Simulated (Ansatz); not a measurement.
## GaSb

**What was measured.** From a printed reference work, monograph, for a bulk crystal of GaSb at 300 K: lattice constant a 6.09612 Å.

Method: PBE, scalar-relativistic; no spin polarisation; PAW, 420 eV, 10×10×10 k-mesh, Gaussian smearing of 0.05 eV; code Ansatz. The datasets are Ansatz's generated set soft_2.

Space group F-43m (No. 216). a = 6.214 Å, b = 6.214 Å, c = 6.214 Å, α = 90.00°, β = 90.00°, γ = 90.00°
| atom | site | symmetry | x | y | z |
| --- | --- | --- | --- | --- | --- |
| Ga | 4a | -43m | 0.0000 | 0.0000 | 0.0000 |
| Sb | 4c | -43m | 0.2500 | 0.2500 | 0.2500 |

The chain of runs began from a cell as deposited in COD, expanded in volume. Of that entry: the entry's cell lengths or inner coordinates differ somewhat from later room-temperature determinations.

The cell above was scaled in volume, its shape and atoms being fixed by the lattice's symmetry. Energies are counted from the cell above.

Cell and atoms are those of this level's equilibrium.

```json
{"V (Å³/atom)": "28.792", "ΔE (meV/atom)": "7.27", "P from the stress (GPa)": "2.01"}
{"V (Å³/atom)": "29.392", "ΔE (meV/atom)": "1.75", "P from the stress (GPa)": "0.95"}
{"V (Å³/atom)": "29.992", "ΔE (meV/atom)": "0.00", "P from the stress (GPa)": "0.00"}
{"V (Å³/atom)": "30.592", "ΔE (meV/atom)": "1.62", "P from the stress (GPa)": "-0.85"}
{"V (Å³/atom)": "31.192", "ΔE (meV/atom)": "6.22", "P from the stress (GPa)": "-1.60"}
```

Task: Do the energies and the pressures agree? Compare −ΔE/ΔV between neighbouring points (1 meV/Å³ = 0.1602 GPa) with the mean of their pressures.

Result: 
```csv
interval (Å³/atom),−ΔE/ΔV (GPa),mean P (GPa)
28.79 to 29.39,1.5,1.5
29.39 to 29.99,0.5,0.5
29.99 to 30.59,-0.4,-0.4
30.59 to 31.19,-1.2,-1.2
```
They differ by 0.01 GPa at most.

Task: What do the two routes give for V0, B0 and B0′?

Result: A third-order Birch–Murnaghan fit of the energies: V0 = 29.99 Å³/atom, B0 = 45 GPa, B0′ = 4.8. A polynomial of P in ln V, with B = −dP/d ln V at P = 0: V0 = 29.99 Å³/atom, B0 = 45 GPa, B0′ = 4.7.

B0·V0 = 44.8 GPa × 29.99 Å³ = 8.39 eV/atom sets the scale: near the minimum ΔE ≈ ½ B0 V0 x², with x = V/V0 − 1, and a pressure of 0.4 GPa squeezes the volume by about 1 %. At the ends of the curve: x = −4.0 % predicts 6.7 meV/atom and the run gives 7.3; x = +4.0 % predicts 6.7 meV/atom and the run gives 6.2. The lopsidedness is anharmonic: atoms resist being pushed together more than being pulled apart.

**Against experiment.** Measured lattice constant a of GaSb: 6.09612 Å (300 K; a printed reference work, monograph). This calculation gives 6.214 Å (+1.9 %). The calculation is for a static lattice, without zero-point motion or thermal expansion.

No spin–orbit coupling, a notable omission for heavy elements. At this volume the filled and empty bands only touch, so this is a zero-gap semimetal rather than a metal, and a semilocal functional can cause such a touching.
